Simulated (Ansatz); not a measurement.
# As (Pm-3m) in Ansatz: notebook

Runs on As. Level: r2SCAN. Tasks: single point, equation of state.

Everything below comes from runs of Ansatz 0.2.0. Logs are shortened: lines on timing, memory, paths and dates and some standing lists are left out, and cuts for length are marked.

## Step 1: The structure

The structure is cubic, space group Pm-3m (No. 221). Conventional cell: a = 2.704 Å, b = 2.704 Å, c = 2.704 Å, α = 90.00°, β = 90.00°, γ = 90.00°. As (site symmetry m-3m) is surrounded by 6 As at 2.70 Å.

This isn't the form of As at room conditions, which is rhombohedral.

## Step 2: Single point, r2SCAN, 18.58 Å³/atom (volume scaled by 0.94)

Contents of input.yaml:

```yaml
crystal:
  lattice:
    - [2.6484890792, 0.0, 0.0]
    - [0.0, 2.6484890792, 0.0]
    - [0.0, 0.0, 2.6484890792]
  atoms:
    - { symbol: As, position: [0.5, 0.5, 0.5] }
hamiltonian:
  xc: r2scan
  pseudopotentials: { kind: paw }
kpoints:
  mp_grid: { grid: [10, 10, 10] }
scf:
  occupations: { method: fermi_dirac, width: 0.05 }
output:
  forces: true
  stress: true
  eigenvalues: true
  write_density: true
  write_potential: true
  elf: true
  volumetric_format: npy
```

Potentials or basis: Ansatz PAW.

Command:

```sh
$ ansatz run input.yaml --threads 2 --pin off --max-ram 5632MiB --backend cpu --events-out ev --progress --plain --runs-dir out
```

Log:

```text
Warning: RAYON_NUM_THREADS=2 ignored (pool sized by the plan → 2); use --threads N
Engine: ansatz 0.2.0, x86_64-unknown-linux-gnu
Pseudopotentials: kind: paw
Pseudopotential: As, paw, valence charge 15, recommended cutoff 500 eV (meta_gga), As.paw.azcp
Functional definition: r2SCAN
  parameter k0 = 0.174
  parameter k1 = 0.065
  parameter a1 = 4.9479
  exchange = r2scan_x(k0 = k0, k1 = k1, a1 = a1)
  correlation = r2scan_c
Crystal: 1 atoms, lattice volume = 18.578 Å³
Basis set: ecut = 500 eV, 461 PW (Γ), exchange–correlation on 80×80×80 points (64 copies of the dense FFT grid, shifted against one another)
Bands: 12, of which v1, the nominal top of the filled ones, is band 8 counted from 1 (7 counted from 0)
Symmetry: 48 space group operations
Space group: Pm-3m (ITA 221), of the structure as read, at distance tolerance 2.6e-5 Å
k-points: 56 of 1000
Non-local potential: As, projectors of the file, l = 0: 2, l = 1: 2, l = 2: 3, l = 3: 1
PAW form: soft (Blöchl's): semilocal exchange-correlation on the pseudo side does not see the compensation charge
PAW frozen core: As, regenerated for the run's functional (the file was generated under x = pbe(κ = 0.804, μ = 0.2195149727645171), c = pbe(β = 0.06672455060314922))
PAW one-centre angular grid: As, 590 points (default); XC on 160 Gauss nodes
Initial density: superposition of atomic densities (neutral atoms: chi_scale 0, normalization atom), corrected by the library's trained network
Initial wavefunctions: pseudopotential atomic-orbital guess
Functional: x = r2scan, c = r2scan; τ floored in thin density (d = 2e-4 eV/Å³)
SCF iter   1: F=—  HF=-4864.403604 eV  |F-HF|=—  |Δ(HF+E_count)|=         —  Δρ=3.91e-3  dr2=2.32e-3  dr2_τ=1.14e-3  ethr=1.77e-3  ⟨swp⟩=5.4  Hψ=4033  notcnv=0
preconditioner: auto → none  [insulator: Δε(μ)=0.231 eV  Ē_g=16.476 eV  σ=0.050 eV  W_gap=0.54  n_scr=6 (ndim 8)  ℏωp=19.3 eV  f_vac=0.000  D(μ)=0.20/eV (n_scr^D=0)  ε∞_Penn≈2.4]
SCF iter   2: F=—  HF=-4864.419396 eV  |F-HF|=—  |Δ(HF+E_count)|=   1.58e-2  Δρ=2.31e-3  dr2=7.40e-4  dr2_τ=1.16e-5  ethr=1.55e-5  ⟨swp⟩=2.0  Hψ=1769  notcnv=0  defer=23
SCF iter   3: F=—  HF=-4864.419742 eV  |F-HF|=—  |Δ(HF+E_count)|=   3.46e-4  Δρ=7.95e-4  dr2=7.84e-5  dr2_τ=1.89e-6  ethr=4.93e-6  ⟨swp⟩=1.2  Hψ=670  notcnv=0  defer=23
SCF iter   4: F=—  HF=-4864.419779 eV  |F-HF|=—  |Δ(HF+E_count)|=   3.75e-5  Δρ=3.98e-5  dr2=1.20e-7  dr2_τ=7.45e-9  ethr=5.22e-7  ⟨swp⟩=1.7  Hψ=726  notcnv=0  defer=23
iter 5 did not close the SCF: its close was put off for the readings that it lacked (scf_convergence_deferred on its scf_iter line)
SCF iter   5: F=-4864.419779 eV  HF=-4864.419779 eV  |F-HF|=1.02e-9  |Δ(HF+E_count)|=   6.61e-8  Δρ=2.00e-6  dr2=9.17e-10  dr2_τ=1.45e-11  ethr=8.01e-10  ⟨swp⟩=3.0  Hψ=1080  notcnv=0  defer=23
SCF iter   6: F=-4864.419779 eV  HF=-4864.419779 eV  |F-HF|=1.27e-11  |Δ(HF+E_count)|=  5.15e-10  Δρ=3.65e-7  dr2=2.55e-11  dr2_τ=3.16e-13  ethr=6.12e-12  ⟨swp⟩=5.2  Hψ=3186  notcnv=0
SCF 1 converged in 6 iterations: F = -4864.419779 eV  dr2 = 2.55e-11
SCF converged after 6 iterations
Free energy (F): -4864.419779 eV
Harris-Foulkes:  -4864.419779 eV  (|F-HF|=1.27e-11)
Internal energy: -4864.418293 eV  (E = F + TS)
E sigma→0 (E₀):  -4864.419036 eV
Entropy (-TS):   -0.001486 eV (-1.486 meV/atom)
Fermi energy:    12.645526 eV
--- Per-component energies (eV) ---
  E_band       = -211.765170
  E_kinetic    = 103.741890
  E_local      = -1492.997093  (includes V_loc(G=0)·N_el)
  E_nonlocal   = -669.928063
  E_hartree    = 853.875220
  E_xc         = -74.742072
  E_vxc        = -85.305055  (∫ρ·V_xc dr)
  E_paw        = -1847.465148  (= ΣΔE_a)
  E_vpaw       = 220.469736  (= ΣTr[D̂ρ^β])
  E_aug_tail   = -0.000006  (compensation charges beyond the density's cutoff)
  E_vtau       = 4.503152  (kinetic-family band-sum trace: ∫τ·v_τ [+ j·A + Jᵃ·Aᵃ] dr)
  E_ewald      = -1735.445614
  E_core_change = -1.457408  (= ΣΔE_core)
  E_smearing   = -0.001486  (= −TS)
  E_closure    = 0.000000  (closes the sum)
  Σ components = -4864.419779   (vs F -4864.419779, Δ=0.00e0)
--- Forces (eV/Å), atoms counted from 1 ---
  atom   1  As     0.00000000     0.00000000     0.00000000
  max |Σ_I F_I| component: 4.72e-32 eV/Å
--- Stress (GPa, compression-positive) ---
        6.256461       0.000000       0.000000
        0.000000       6.256461       0.000000
        0.000000       0.000000       6.256461
  P = ⅓ Tr σ = 6.2565 GPa (62.565 kbar)
--- Band table (eV; the first three rows and the last of 56) ---
  k-point 0: bands = ["-24.2544", "-24.2544", "-24.1113", "-24.1113", "-24.1113", "-3.6160", "17.2816", "17.2816", "17.2816", "21.7444", "21.7444", "24.9045"]
  k-point 1: bands = ["-24.2538", "-24.2429", "-24.1147", "-24.1147", "-24.1110", "-3.4107", "14.9793", "17.4662", "17.4662", "21.9265", "23.3831", "26.1208"]
  k-point 2: bands = ["-24.2523", "-24.2128", "-24.1237", "-24.1237", "-24.1103", "-2.8038", "11.5860", "17.9954", "17.9954", "22.4596", "24.5359", "29.8807"]
  k-point 55: bands = ["-24.1879", "-24.1879", "-24.1879", "-24.0606", "-24.0606", "8.2671", "10.5161", "10.5161", "10.5161", "18.9672", "18.9672", "18.9672"]
```

Run time: 3.9 s. Hardware: 2 threads of Intel Xeon at 2.50GHz (Skylake/Cascade Lake), shared host; peak memory 0.33 GiB.

Results:

```yaml
Free_energy: -4864.4198 eV
Pressure: 6.3 GPa
Band_gap_on_the_k_mesh: none (metal or under the smearing width)
```

Caveat: the PAW data sets come from PBE, with cores solved anew for the run's functional, which leaves a small shift of forces and pressure.

## Step 3: Single point, r2SCAN, 18.97 Å³/atom (volume scaled by 0.96)

Contents of input.yaml:

```yaml
crystal:
  lattice:
    - [2.6671410253, 0.0, 0.0]
    - [0.0, 2.6671410253, 0.0]
    - [0.0, 0.0, 2.6671410253]
  atoms:
    - { symbol: As, position: [0.5, 0.5, 0.5] }
hamiltonian:
  xc: r2scan
  pseudopotentials: { kind: paw }
kpoints:
  mp_grid: { grid: [10, 10, 10] }
scf:
  occupations: { method: fermi_dirac, width: 0.05 }
output:
  forces: true
  stress: true
  eigenvalues: true
```

Potentials or basis: Ansatz PAW.

Command:

```sh
$ ansatz run input.yaml --threads 2 --pin off --max-ram 5632MiB --backend cpu --events-out ev --progress --plain --runs-dir out
```

Wall time 3.5 s (2 threads of Intel Xeon at 2.50GHz (Skylake/Cascade Lake), shared host); peak memory 0.33 GiB.

Results (log left out):

```yaml
Free_energy: -4864.4322 eV
Pressure: 3.9 GPa
Band_gap_on_the_k_mesh: none (metal or under the smearing width)
```

Caveat: the PAW data sets come from PBE, with cores solved anew for the run's functional, which leaves a small shift of forces and pressure.

## Step 4: Single point, r2SCAN, 19.37 Å³/atom (volume scaled by 0.98)

input.yaml: that of step 3 with these lines changed.

```diff
@@ -2,5 +2,5 @@
   lattice:
-    - [2.6671410253, 0.0, 0.0]
-    - [0.0, 2.6671410253, 0.0]
-    - [0.0, 0.0, 2.6671410253]
+    - [2.6855356826, 0.0, 0.0]
+    - [0.0, 2.6855356826, 0.0]
+    - [0.0, 0.0, 2.6855356826]
   atoms:
```

Command:

```sh
$ ansatz run input.yaml --threads 2 --pin off --max-ram 5632MiB --backend cpu --events-out ev --progress --plain --runs-dir out
```

Wall time 3.4 s (2 threads of Intel Xeon at 2.50GHz (Skylake/Cascade Lake), shared host); peak memory 0.33 GiB.

Results (log left out):

```
Free energy            : -4864.4390 eV
Pressure               : 1.7 GPa
Band gap on the k mesh : none (metal or under the smearing width)
```

Caveat: the PAW data sets come from PBE, with cores solved anew for the run's functional, which leaves a small shift of forces and pressure.

## Step 5: Single point, r2SCAN, 19.76 Å³/atom

input.yaml: that of step 4 with these lines changed.

```diff
@@ -2,5 +2,5 @@
   lattice:
-    - [2.6855356826, 0.0, 0.0]
-    - [0.0, 2.6855356826, 0.0]
-    - [0.0, 0.0, 2.6855356826]
+    - [2.7036817444, 0.0, 0.0]
+    - [0.0, 2.7036817444, 0.0]
+    - [0.0, 0.0, 2.7036817444]
   atoms:
```

Command:

```sh
$ ansatz run input.yaml --threads 2 --pin off --max-ram 5632MiB --backend cpu --events-out ev --progress --plain --runs-dir out
```

Run time: 3.4 s. Hardware: 2 threads of Intel Xeon at 2.50GHz (Skylake/Cascade Lake), shared host; peak memory 0.33 GiB.

It converged, with:

```
Free energy            : -4864.4409 eV
Pressure               : -0.2 GPa
Band gap on the k mesh : none (metal or under the smearing width)
```

Caveat: the PAW data sets come from PBE, with cores solved anew for the run's functional, which leaves a small shift of forces and pressure.

## Step 6: Single point, r2SCAN, 20.16 Å³/atom (volume scaled by 1.02)

input.yaml: that of step 5 with these lines changed.

```diff
@@ -2,5 +2,5 @@
   lattice:
-    - [2.7036817444, 0.0, 0.0]
-    - [0.0, 2.7036817444, 0.0]
-    - [0.0, 0.0, 2.7036817444]
+    - [2.7215874433, 0.0, 0.0]
+    - [0.0, 2.7215874433, 0.0]
+    - [0.0, 0.0, 2.7215874433]
   atoms:
```

Potentials or basis: Ansatz PAW.

Command:

```sh
$ ansatz run input.yaml --threads 2 --pin off --max-ram 5632MiB --backend cpu --events-out ev --progress --plain --runs-dir out
```

It took 3.6 s on 2 threads of Intel Xeon at 2.50GHz (Skylake/Cascade Lake), shared host; peak memory 0.33 GiB.

It converged, with:

```yaml
Free_energy: -4864.4384 eV
Pressure: -1.8 GPa
Band_gap_on_the_k_mesh: none (metal or under the smearing width)
```

Caveat: the PAW data sets come from PBE, with cores solved anew for the run's functional, which leaves a small shift of forces and pressure.

## Step 7: Single point, r2SCAN, 20.55 Å³/atom (volume scaled by 1.04)

input.yaml: that of step 6 with these lines changed.

```diff
@@ -2,5 +2,5 @@
   lattice:
-    - [2.7215874433, 0.0, 0.0]
-    - [0.0, 2.7215874433, 0.0]
-    - [0.0, 0.0, 2.7215874433]
+    - [2.7392605843, 0.0, 0.0]
+    - [0.0, 2.7392605843, 0.0]
+    - [0.0, 0.0, 2.7392605843]
   atoms:
```

Command:

```sh
$ ansatz run input.yaml --threads 2 --pin off --max-ram 5632MiB --backend cpu --events-out ev --progress --plain --runs-dir out
```

Wall time 3.4 s (2 threads of Intel Xeon at 2.50GHz (Skylake/Cascade Lake), shared host); peak memory 0.33 GiB.

It converged, with:

| Quantity | Value |
| --- | --- |
| Free energy | -4864.4320 eV |
| Pressure | -3.3 GPa |
| Band gap on the k mesh | none (metal or under the smearing width) |

Caveat: the PAW data sets come from PBE, with cores solved anew for the run's functional, which leaves a small shift of forces and pressure.

## Step 8: Single point, r2SCAN, 20.95 Å³/atom (volume scaled by 1.06)

input.yaml: that of step 7 with these lines changed.

```diff
@@ -2,5 +2,5 @@
   lattice:
-    - [2.7392605843, 0.0, 0.0]
-    - [0.0, 2.7392605843, 0.0]
-    - [0.0, 0.0, 2.7392605843]
+    - [2.7567085743, 0.0, 0.0]
+    - [0.0, 2.7567085743, 0.0]
+    - [0.0, 0.0, 2.7567085743]
   atoms:
```

Command:

```sh
$ ansatz run input.yaml --threads 2 --pin off --max-ram 5632MiB --backend cpu --events-out ev --progress --plain --runs-dir out
```

Run time: 3.5 s. Hardware: 2 threads of Intel Xeon at 2.50GHz (Skylake/Cascade Lake), shared host; peak memory 0.36 GiB.

Results (log left out):

| Item | Value |
| --- | --- |
| Free energy | -4864.4221 eV |
| Pressure | -4.7 GPa |
| Band gap on the k mesh | none (metal or under the smearing width) |

Caveat: the PAW data sets come from PBE, with cores solved anew for the run's functional, which leaves a small shift of forces and pressure.

## Step 9: Equation of state, r2SCAN

Potentials or basis: Ansatz PAW.

No new run: the results of the series are fitted here.

Results:

```yaml
Equilibrium_volume: 19.73 Å³/atom
Bulk_modulus: 90 GPa
Pressure_derivative_of_the_bulk_modulus: 5.0
```

Energy against volume, from the lowest point:
```csv
volume (Å³/atom),energy (meV/atom)
18.578,21.14
18.973,8.72
19.368,1.87
19.764,0.00
20.159,2.52
20.554,8.93
20.949,18.80
```

Caveat: the PAW data sets were made with another functional, which shifts forces and pressure a little.
